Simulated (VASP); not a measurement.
# Ni2H (P-3m1) in VASP: notebook, part 2 of 2

VASP 6.6.1. The steps go on from the part before.

### 4 Single point, r2SCAN, collinear spin, ferromagnetic start

Input file INCAR:

```
SYSTEM = Ni2H
ADDGRID  = .FALSE.      
ALGO     = Normal         ! electronic algorithm
EDIFF    = 1E-6           ! SCF threshold, eV
ENCUT    = 520            ! plane-wave cutoff, eV
ISIF     = 2              ! what is computed and relaxed
ISMEAR   = 0              ! smearing method
ISPIN    = 2              ! spin polarisation
LASPH    = .TRUE.         ! aspherical terms in the spheres
LCHARG   = .FALSE.        ! write CHGCAR
LMAXMIX  = 4              ! l up to which the mixer works
LMIXTAU  = .TRUE.       
LORBIT   = 11             ! projections on sites
LREAL    = .FALSE.        ! projectors in reciprocal space
LWAVE    = .FALSE.        ! write WAVECAR
MAGMOM   = 1 1 0          ! initial moments
METAGGA  = R2SCAN         ! meta-GGA
NBANDS   = 22             ! bands
NELM     = 100            ! most SCF steps
PREC     = Accurate       ! precision mode
SIGMA    = 0.05           ! smearing width, eV
```

Input file KPOINTS:

```
k-points
0
G
  5 5 3
  0 0 0
```

Input file POSCAR:

```
Ni2H
1.0
    2.6430000000      0.0000000000      0.0000000000
   -1.3215000000      2.2889051422      0.0000000000
    0.0000000000      0.0000000000      4.3080000000
Ni H
2 1
Direct
    0.6666666667      0.3333333333      0.7670000000
    0.3333333333      0.6666666667      0.2330000000
    0.0000000000      0.0000000000      0.0000000000
```

Potentials or basis: VASP PAW PBE potentials, release 64 (Ni, H_s).

Command:

```console
cat potpaw_PBE.64/Ni/POTCAR potpaw_PBE.64/H_s/POTCAR > POTCAR
mpirun -np 1 vasp_std > vasp.out
```

OUTCAR:

```text
SYSTEM = Ni2H
   EDIFF = 1E-6
   ENCUT = 520
   ISIF = 2
   ISMEAR = 0
   ISPIN = 2
   LASPH = .TRUE.
   LORBIT = 11
   LREAL = .FALSE.
   METAGGA = R2SCAN
   NELM = 100
   PREC = Accurate

 Found     12 irreducible k-points:

 Following reciprocal coordinates:
            Coordinates               Weight
  0.000000  0.000000  0.000000      1.000000
  0.200000  0.000000  0.000000      6.000000
  0.400000  0.000000  0.000000      6.000000
  0.200000  0.200000  0.000000      6.000000
  0.400000  0.200000  0.000000      6.000000
  0.000000  0.000000  0.333333      2.000000
   k-points           NKPTS =     12   k-points in BZ     NKDIM =     12   number of bands    NBANDS=     22
   number of dos      NEDOS =    301   number of ions     NIONS =      3
   total plane-waves  NPLWV =  12800
   dimension x,y,z NGX =    20 NGY =   20 NGZ =   32
   dimension x,y,z NGXF=    40 NGYF=   40 NGZF=   64
   ions per type =               2   1
   NGX,Y,Z   is equivalent  to a cutoff of  12.58, 12.58, 12.35 a.u.
   NGXF,Y,Z  is equivalent  to a cutoff of  25.16, 25.16, 24.70 a.u.
 SYSTEM =  Ni2H
   PREC   = accura    normal or accurate (medium, high low for compatibility)
   ISTART =      0    job   : 0-new  1-cont  2-samecut
   ICHARG =      2    charge: 1-file 2-atom 10-const
   ISPIN  =      2    spin polarized calculation?
   LNONCOLLINEAR =      F non collinear calculations
   LSORBIT =      F    spin-orbit coupling
   LASPH  =      T    aspherical Exc in radial PAW
   ENCUT  =  520.0 eV  38.22 Ry    6.18 a.u.   4.91  4.91  8.01*2*pi/ulx,y,z
   NELM   =    100;   NELMIN=  2; NELMDL= -5     # of ELM steps
   EDIFF  = 0.1E-05   stopping-criterion for ELM
   LREAL  =      F    real-space projection
   EDIFFG = 0.1E-04   stopping-criterion for IOM
   NSW    =      0    number of steps for IOM
   IBRION =     -1    ionic relax: 0-MD 1-quasi-New 2-CG
   NFREE  =      0    steps in history (QN), initial steepest desc. (CG)
   ISIF   =      2    stress and relaxation
   ISYM   =      2    0-nonsym 1-usesym 2-fastsym
   POTIM  = 0.5000    time-step for ionic-motion
   TEBEG  =    0.0;   TEEND  =   0.0 temperature during run
   PSTRESS=    0.0 pullay stress
   NELECT =      21.0000    total number of electrons
   NUPDOWN=      -1.0000    fix difference up-down
   EMIN   =  10.00;   EMAX   =-10.00  energy-range for DOS
   EFERMI =   0.00;   METHOD = LEGACY
   ISMEAR =     0;   SIGMA  =   0.05  broadening in eV -4-tet -1-fermi 0-gaus
   EFERMI_NEDOS =   21; number of points for ismear=-14 and -15
   IALGO  =     38    algorithm
   IMIX   =      4    mixing-type and parameters
     AMIX     =   0.40;   BMIX     =  1.00
     AMIX_MAG =   1.60;   BMIX_MAG =  1.00
  volume/ion in A,a.u.               =       8.69        58.62
  Fermi-wavevector in a.u.,A,eV,Ry     =   1.523401  2.878811 31.575750  2.320752
  Thomas-Fermi vector in A             =   2.631850
   LORBIT       =     11    0 simple, 1 ext, 2 COOP (PROOUT), +10 PAW based schemes
   METAGGA = R2SCAN    functional components
   LHFCALC =     F    Hartree Fock is set to
   AEXX    =    0.0000 exact exchange contribution
   IVDW    =     0    specifies the selected vdW correction
   LEPSILON=     F    determine dielectric tensor
   LRPA    =     F    only Hartree local field effects (RPA)
 spin polarized calculation
 Gauss-broadening in eV      SIGMA  =   0.05
  energy-cutoff  :      520.00
  volume of cell :       26.06
 maximum number of plane-waves:       715
 NGX is ok and might be reduce to    20
   NGX =  9   NGY =  9   NGZ = 17

 number of electron      20.9999989 magnetization       0.9200370

 Free energy of the ion-electron system (eV)
  ---------------------------------------------------
  ext. energy  EPLUGINS =         0.00000000
  ---------------------------------------------------
  free energy    TOTEN  =       -26.96444207 eV

  energy without entropy =      -26.95682878  energy(sigma->0) =      -26.96063542

 E-fermi :   7.7368     XC(G=0): -13.6060

 val. band max:        7.7235738359   @ k =   0.4000   0.2000   0.0000
 cond. band min:       7.7498334412   @ k =   0.2000   0.2000   0.0000
 fundamental gap:      0.0262596053
 Fermi energy:         7.7367642432

 spin component 1

 k-point     1 :       0.0000    0.0000    0.0000
  band No.  band energies     occupation
      1      -3.5261      1.00000
      2       3.1977      1.00000
      3       5.2973      1.00000
      4       5.5054      1.00000
      5       5.5056      1.00000
      6       5.6791      1.00000
[... 14 lines left out ...]
     21      33.1594      0.00000
     22      35.7624      0.00000

 k-point     2 :       0.2000    0.0000    0.0000
  band No.  band energies     occupation
      1      -2.4963      1.00000
      2       3.8486      1.00000
      3       4.2092      1.00000
      4       5.1724      1.00000
      5       5.5005      1.00000
      6       5.6753      1.00000
[... 14 lines left out ...]
     21      33.2635      0.00000
     22      33.3360      0.00000

 k-point     3 :       0.4000    0.0000    0.0000
  band No.  band energies     occupation
      1      -0.3235      1.00000
      2       3.5067      1.00000
      3       4.0792      1.00000
      4       5.0887      1.00000
      5       5.4123      1.00000
      6       5.6030      1.00000
[... 14 lines left out ...]
     21      32.1198      0.00000
     22      34.5395      0.00000
[... 26 lines left out ...]
 k-point     5 :       0.4000    0.2000    0.0000
  band No.  band energies     occupation
      1       0.3495      1.00000
      2       3.8814      1.00000
      3       4.2557      1.00000
      4       4.8179      1.00000
      5       5.3252      1.00000
      6       5.5167      1.00000
[... 14 lines left out ...]
     21      37.1744      0.00000
     22      39.2516      0.00000

 k-point     6 :       0.0000    0.0000    0.3333
  band No.  band energies     occupation
      1      -3.0680      1.00000
      2       2.0360      1.00000
      3       5.0801      1.00000
      4       5.4166      1.00000
      5       5.4326      1.00000
      6       5.4327      1.00000
[... 14 lines left out ...]
     21      33.9932      0.00000
     22      33.9934      0.00000

 [... further k-points ...]

 spin component 2

 k-point     1 :       0.0000    0.0000    0.0000
  band No.  band energies     occupation
      1      -3.6457      1.00000
      2       3.5651      1.00000
      3       5.2737      1.00000
      4       6.0822      1.00000
      5       6.0822      1.00000
      6       6.3441      1.00000
[... 14 lines left out ...]
     21      33.1513      0.00000
     22      35.8160      0.00000

 k-point     2 :       0.2000    0.0000    0.0000
  band No.  band energies     occupation
      1      -2.6023      1.00000
      2       4.2691      1.00000
      3       4.4267      1.00000
      4       5.8004      1.00000
      5       6.1922      1.00000
      6       6.3040      1.00000
[... 14 lines left out ...]
     21      33.3261      0.00000
     22      33.4374      0.00000

 k-point     3 :       0.4000    0.0000    0.0000
  band No.  band energies     occupation
      1      -0.3447      1.00000
      2       3.7786      1.00000
      3       4.6710      1.00000
      4       5.5248      1.00000
      5       6.0217      1.00000
      6       6.0874      1.00000
[... 14 lines left out ...]
     21      32.2072      0.00000
     22      34.6279      0.00000
[... 26 lines left out ...]
 k-point     5 :       0.4000    0.2000    0.0000
  band No.  band energies     occupation
      1       0.3884      1.00000
      2       4.2173      1.00000
      3       4.8264      1.00000
      4       5.3233      1.00000
      5       5.8364      1.00000
      6       5.9896      1.00000
[... 14 lines left out ...]
     21      37.2230      0.00000
     22      39.2489      0.00000

 k-point     6 :       0.0000    0.0000    0.3333
  band No.  band energies     occupation
      1      -3.1800      1.00000
      2       2.0039      1.00000
      3       5.5694      1.00000
      4       5.9889      1.00000
      5       5.9889      1.00000
      6       6.1305      1.00000
[... 14 lines left out ...]
     21      34.0968      0.00000
     22      34.0969      0.00000

 [... further k-points ...]

------------------------ aborting loop because EDIFF is reached ----------------------------------------

  FORCE on cell =-STRESS in cart. coord.  units (eV):
  Direction    XX          YY          ZZ          XY          YZ          ZX
  --------------------------------------------------------------------------------------
  -------------------------------------------------------------------------------------
  Total       -2.3805422     -2.3805422     -2.5256112      0.0000000      0.0000000     -0.0000000
  in kB     -146.3476686   -146.3476686   -155.2660208      0.0000000      0.0000000     -0.0000000
  external PRESSURE =    -149.3204526 kB  Pullay stress =       0.0000000 kB

 VOLUME and BASIS-vectors are now :
 -----------------------------------------------------------------------------
  energy-cutoff  :      520.00
  volume of cell :       26.06
      direct lattice vectors                 reciprocal lattice vectors
     2.643000000  0.000000000  0.000000000     0.378357927  0.218445051  0.000000000
    -1.321500000  2.288905142  0.000000000     0.000000000  0.436890102  0.000000000
     0.000000000  0.000000000  4.308000000     0.000000000  0.000000000  0.232126277

 POSITION                                       TOTAL-FORCE (eV/Angst)
 -----------------------------------------------------------------------------------
      1.32150      0.76297      3.30424         0.000000      0.000000     -0.995542
     -0.00000      1.52594      1.00376        -0.000000     -0.000000      0.995542
      0.00000      0.00000      0.00000        -0.000000      0.000000      0.000000
 -----------------------------------------------------------------------------------
    total drift:                               -0.000000      0.000000     -0.000000

  FREE ENERGIE OF THE ION-ELECTRON SYSTEM (eV)
  ---------------------------------------------------
  free  energy   TOTEN  =       -26.9644420681 eV

  energy  without entropy=      -26.9568287751  energy(sigma->0) =      -26.96063542

 total charge

# of ion       s       p       d       tot
------------------------------------------
    1        0.421   0.457   8.394   9.273
    2        0.421   0.457   8.394   9.273
    3        0.696   0.085   0.000   0.781
--------------------------------------------------
tot          1.538   0.999  16.789  19.326

 magnetization (x)

# of ion       s       p       d       tot
------------------------------------------
    1       -0.003  -0.018   0.509   0.487
    2       -0.003  -0.018   0.509   0.487
    3       -0.003  -0.005   0.000  -0.008
--------------------------------------------------
tot         -0.010  -0.042   1.017   0.965
```

Wall time 98 s (1 thread of Intel Xeon Platinum 8175M at 2.50GHz (Skylake/Cascade Lake), shared host); peak memory 0.16 GiB.

These settings aren't checked as converged: the numbers below hold their error.

What came out:

| Property | Result |
| --- | --- |
| Free energy | -26.9644 eV |
| Pressure | -14.9 GPa |
| Largest force | 0.996 eV/Å |
| Band gap on the k mesh | none (metal or under the smearing width) |
| Net moment | 0.92 μB per cell |
| Site moments | Ni +0.49; H -0.01 μB |
| Valence electrons inside the program's atomic spheres | Ni 9.27; H 0.78 |

Caveat: the k mesh is coarse (spacing up to 0.55 Å⁻¹), so the values aren't converged; the PAW data sets were made with another functional, which shifts forces and pressure a little.
